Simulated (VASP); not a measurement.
# TiO2 (P4_2/mnm) in VASP: notebook, part 2 of 2

VASP 6.6.1. Earlier steps stand in the parts before.

**3. Phonons, PBE**

Input file POSCAR:

```
TiO2
1.0
    4.5998373239      0.0000000000      0.0000000000
    0.0000000000      4.5998373239      0.0000000000
    0.0000000000      0.0000000000      2.9592135600
Ti O
2 4
Direct
    0.0000000000      0.0000000000      0.5000000000
    0.5000000000      0.5000000000      0.0000000000
    0.3043213200      0.3043213200      0.5000000000
    0.1956786800      0.8043213200      0.0000000000
    0.8043213200      0.1956786800      0.0000000000
    0.6956786800      0.6956786800      0.5000000000
```

Input file INCAR.step1:

```
  PREC = Accurate
  ENCUT = 600
  EDIFF = 1E-8
  ISMEAR = 0
  SIGMA = 0.02
  LREAL = False
  LASPH = True
  NELM = 100
  ALGO = Fast
  ISIF = 3
  LWAVE = False
  LCHARG = False
  GGA = PE
  IBRION = 2
  NSW = 40
  EDIFFG = -0.002
  KPAR = 4
```

Input file INCAR.step2:

```
  PREC = Accurate
  ENCUT = 600
  EDIFF = 1E-8
  ISMEAR = 0
  SIGMA = 0.02
  LREAL = False
  LASPH = True
  NELM = 100
  ALGO = Fast
  ISIF = 2
  LWAVE = False
  LCHARG = False
  GGA = PE
  IBRION = 8
  NSW = 1
  LEPSILON = True
  KPAR = 4
```

Input file KPOINTS:

```
Automatic mesh
0
Gamma
  6 6 10
```

Potentials or basis: VASP PAW PBE potentials, release 64 (Ti_sv, O).

Started as:

```
cat potpaw_PBE.64/Ti_sv/POTCAR potpaw_PBE.64/O/POTCAR > POTCAR
cp INCAR.step1 INCAR
mpirun -np 4 vasp_std > vasp.out
cp CONTCAR POSCAR
cp INCAR.step2 INCAR
mpirun -np 4 vasp_std > vasp.out
```

OUTCAR:

```text
PREC = Accurate
   ENCUT = 600
   EDIFF = 1E-8
   ISMEAR = 0
   LREAL = False
   LASPH = True
   NELM = 100
   ISIF = 2
   GGA = PE
   IBRION = 8
   NSW = 1
   LEPSILON = True

 ion  position               nearest neighbor table
   1  0.000  0.000  0.500-   4 1.96   5 1.96   4 1.96   5 1.96   3 2.00   6 2.00
   2  0.500  0.500  0.000-   3 1.96   6 1.96   3 1.96   6 1.96   5 2.00   4 2.00
   3  0.305  0.305  0.500-   2 1.96   2 1.96   1 2.00
   4  0.195  0.805  0.000-   1 1.96   1 1.96   2 2.00
   5  0.805  0.195  0.000-   1 1.96   1 1.96   2 2.00
   6  0.695  0.695  0.500-   2 1.96   2 1.96   1 2.00

  LATTYP: Found a simple tetragonal cell.
 ALAT       =     4.6445521158
 C/A-ratio  =     0.6388463439

  Lattice vectors:

 A1 = (   4.6445521158,   0.0000000000,   0.0000000000)
 A2 = (   0.0000000000,   4.6445521158,   0.0000000000)
 A3 = (   0.0000000000,   0.0000000000,   2.9671551384)

Analysis of symmetry for initial positions (statically):
[... 1106 lines left out ...]
 Eigenvectors and eigenvalues of the dynamical matrix
 ----------------------------------------------------

   1 f  =   23.085290 THz   145.049157 2PiTHz  770.042401 cm-1    95.473047 meV
             X         Y         Z           dx          dy          dz
      0.000000  0.000000  1.483578     0.000000   -0.000000   -0.000000
      2.322276  2.322276  0.000000    -0.000000   -0.000000    0.000000
      1.416462  1.416462  1.483578     0.353553    0.353553    0.000000
      0.905814  3.738738  0.000000     0.353553   -0.353553   -0.000000
      3.738738  0.905814  0.000000    -0.353553    0.353553   -0.000000
      3.228090  3.228090  1.483578    -0.353553   -0.353553    0.000000
[... 145 lines left out ...]
  18 f/i=    2.967762 THz    18.647000 2PiTHz   98.993890 cm-1    12.273673 meV
             X         Y         Z           dx          dy          dz
      0.000000  0.000000  1.483578    -0.000000    0.000000   -0.436647
      2.322276  2.322276  0.000000     0.000000   -0.000000   -0.436647
      1.416462  1.416462  1.483578    -0.000000    0.000000    0.393281
      0.905814  3.738738  0.000000    -0.000000    0.000000    0.393281
      3.738738  0.905814  0.000000    -0.000000    0.000000    0.393281
      3.228090  3.228090  1.483578    -0.000000    0.000000    0.393281

--------------------------------------------------------------------------------------------------------

 MACROSCOPIC STATIC DIELECTRIC TENSOR IONIC CONTRIBUTION
 ------------------------------------------------------
           2.060586    -0.000000    -0.000000
          -0.000000     2.060586     0.000000
          -0.000000     0.000000    -0.000000
 ------------------------------------------------------

 ELASTIC MODULI CONTR FROM IONIC RELAXATION (kBar)
 Direction    XX          YY          ZZ          XY          YZ          ZX
 --------------------------------------------------------------------------------
 XX        -348.0066     76.8143   -137.1212      0.0000      0.0000     -0.0000
 YY          76.8143   -348.0066   -137.1212      0.0000     -0.0000      0.0000
 ZZ        -137.1212   -137.1212   -138.6635      0.0000      0.0000     -0.0000
 XY          -0.0000      0.0000      0.0000     -1.1207      0.0000     -0.0000
 YZ           0.0000     -0.0000      0.0000      0.0000   -248.3577     -0.0000
 ZX          -0.0000      0.0000     -0.0000     -0.0000     -0.0000   -160.0987
 --------------------------------------------------------------------------------

 PIEZOELECTRIC TENSOR IONIC CONTR  for field in x, y, z        (C/m^2)
          XX          YY          ZZ          XY          YZ          ZX
  --------------------------------------------------------------------------------
  x     0.00000    -0.00000    -0.00000    -0.00000     0.00000    -0.00000
  y     0.00000    -0.00000    -0.00000     0.00000     0.00000    -0.00000
  z    -0.00000     0.00000    -0.00000     0.00000     0.00000    -0.00000
```

OUTCAR.step1:

```text
PREC = Accurate
   ENCUT = 600
   EDIFF = 1E-8
   ISMEAR = 0
   LREAL = False
   LASPH = True
   NELM = 100
[... 1221 lines left out ...]
  -------------------------------------------------------------------------------------
  Total        0.0060819      0.0060819     -0.0070669      0.0000000      0.0000000      0.0000000
  in kB        0.1522384      0.1522384     -0.1768928      0.0000000      0.0000000      0.0000000
  external PRESSURE =       0.0425280 kB  Pullay stress =       0.0000000 kB
[... 21 lines left out ...]
  FREE ENERGIE OF THE ION-ELECTRON SYSTEM (eV)
  ---------------------------------------------------
  free  energy   TOTEN  =       -53.6812991838 eV

  energy  without entropy=      -53.6812991838  energy(sigma->0) =      -53.68129918

 reached required accuracy - stopping structural energy minimisation
```

Wall time 34 min (4 MPI ranks of AMD EPYC 9R14 (Zen 4), shared host); peak memory 0.72 GiB.

What came out:

- Relaxed volume: 10.67 Å³/atom
- Relaxed cell: a = 4.645 Å, b = 4.645 Å, c = 2.967 Å, α = 90.00°, β = 90.00°, γ = 90.00°
- Space group after relaxing (to 0.05 Å): P4_2/mnm (No. 136)
- Electronic dielectric tensor (diagonal): 7.39, 7.39, 8.98
- Born charges (mean of the diagonal): Ti +6.75; O -3.38 e
- Highest phonon frequency at Γ, LO-TO splitting left out: 770 cm⁻¹
- Most unstable mode: 99i cm⁻¹

The path:
| step | energy change (eV) | largest force (eV/Å) | pressure (GPa) | volume (Å³) |
| --- | --- | --- | --- | --- |
| 1 | 0.0000 | 0.0196 | 4.68 | 62.61 |
| 2 | 0.0067 | 0.1942 | -5.11 | 65.42 |
| 3 | -0.0183 | 0.0813 | -0.04 | 63.88 |
| 4 | -0.0201 | 0.0224 | -0.01 | 63.97 |
| 5 | -0.0203 | 0.0029 | 0.01 | 64.01 |
| 6 | -0.0203 | 0.0014 | 0.00 | 64.01 |
| 7 | -0.0203 | 0.0013 | 0.00 | 64.01 |

Final structure:
```
CELL_PARAMETERS angstrom
4.64455 0.00000 0.00000
0.00000 4.64455 0.00000
0.00000 0.00000 2.96716
ATOMIC_POSITIONS crystal
Ti 0.00000 0.00000 0.50000
Ti 0.50000 0.50000 0.00000
O 0.30497 0.30497 0.50000
O 0.19503 0.80497 0.00000
O 0.80497 0.19503 0.00000
O 0.69503 0.69503 0.50000
```

Phonon frequencies in cm⁻¹ (negative: imaginary):
| q point | frequencies |
| --- | --- |
| (0.000, 0.000, 0.000) | -99 -51 -51 2 2 2 20 148 357 357 357 416 430 430 471 471 569 770 |

Electronic dielectric tensor:
```
7.39 0.00 0.00
0.00 7.39 0.00
0.00 0.00 8.98
```

Born effective charge tensors (e):
atom 1, Ti
```
6.25 1.04 0.00
1.04 6.25 0.00
0.00 0.00 7.77
```
atom 2, Ti
```
 6.25 -1.04  0.00
-1.04  6.25  0.00
 0.00  0.00  7.77
```
atom 3, O
```
-3.12 -1.79  0.00
-1.79 -3.12  0.00
 0.00  0.00 -3.88
```
atom 4, O
```
-3.12  1.79  0.00
 1.79 -3.12  0.00
 0.00  0.00 -3.88
```
atom 5, O
```
-3.12  1.79  0.00
 1.79 -3.12  0.00
 0.00  0.00 -3.88
```
atom 6, O
```
-3.12 -1.79  0.00
-1.79 -3.12  0.00
 0.00  0.00 -3.88
```

Caveat: some modes are imaginary.

**4. Against experiment**

Step 2. Measured gap of TiO2: 3.03 eV (direct; 1.6 K; quoted in “Shallow Valence Band of Rutile GeO2 and P-type Doping”, 2020, arxiv:2011.08928). This calculation gives 1.84 eV (-1.19 eV). 2 values of this kind are on record in papers (3.03 to 3.05 eV); this one was drawn at random among those near their median. The value is that of PBE on a finite k mesh, which can miss the band edges, without temperature or zero-point motion. Semilocal functionals fall short of measured gaps as a rule. The cell is a database's relaxed one, not the measured one, which moves gaps too.
